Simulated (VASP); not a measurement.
Write the native input for VASP 6.6.1 that does the following.

| Quantity | Value |
| --- | --- |
| Task | relaxation of cell and atoms |
| Functional | PBE |
| Dispersion | D3(BJ) |
| Potentials or basis | VASP PAW PBE potentials, release 64 (Rb_sv) |
| Cutoff | 600 eV |
| k mesh | 10 × 10 × 10 |
| Occupations | methfessel-paxton, width 0.1 eV |
| Spin | no spin polarisation |
| Further INCAR settings | ALGO = Normal; EDIFF = 1e-06; IBRION = 2; EDIFFG = -0.01; NSW = 90; ISIF = 3 |

The structure of Rb lies in POSCAR:

```
Rb
1.0
   -2.8025000000      2.8025000000      2.8025000000
    2.8025000000     -2.8025000000      2.8025000000
    2.8025000000      2.8025000000     -2.8025000000
Rb
1
Direct
    0.0000000000      0.0000000000      0.0000000000
```

One way to write it, as run:

INCAR

```
SYSTEM = Rb
  PREC = Accurate
  ENCUT = 600
  EDIFF = 1E-6
  ISMEAR = 1
  SIGMA = 0.1
  LREAL = .False.
  LASPH = .True.
  NELM = 80
  ALGO = Normal
  ISIF = 3
  LWAVE = .False.
  LCHARG = .False.
  GGA = PE
  IVDW = 12
  IBRION = 2
  NSW = 90
  EDIFFG = -0.01
```

KPOINTS

```
Automatic mesh
0
Gamma
  10 10 10
  0 0 0
```

Potentials or basis: VASP PAW PBE potentials, release 64 (Rb_sv).

Command:

```console
$ cat potpaw_PBE.64/Rb_sv/POTCAR > POTCAR
$ mpirun -np 1 vasp_std > vasp.out
```

It gave:

- Relaxed volume: 85.93 Å³/atom
- Relaxed cell: a = 4.815 Å, b = 4.815 Å, c = 4.815 Å, α = 109.47°, β = 109.47°, γ = 109.47°
- Space group after relaxing (to 0.05 Å): Im-3m (No. 229)
- Energy gained by relaxing: 0.6 meV/atom
- Ionic steps: 3
- Pressure after relaxing: 0.0 GPa
- Band gap on the k mesh: none (metal or under the smearing width)
- Dispersion energy per atom: -0.108 eV

Caveat: pairwise dispersion overbinds metals, which lowers pressure and volume.

Run time: 41 s on 1 thread of Intel(R) Xeon(R) Platinum 8488C (Sapphire Rapids) (shared host), peak memory 0.27 GiB.
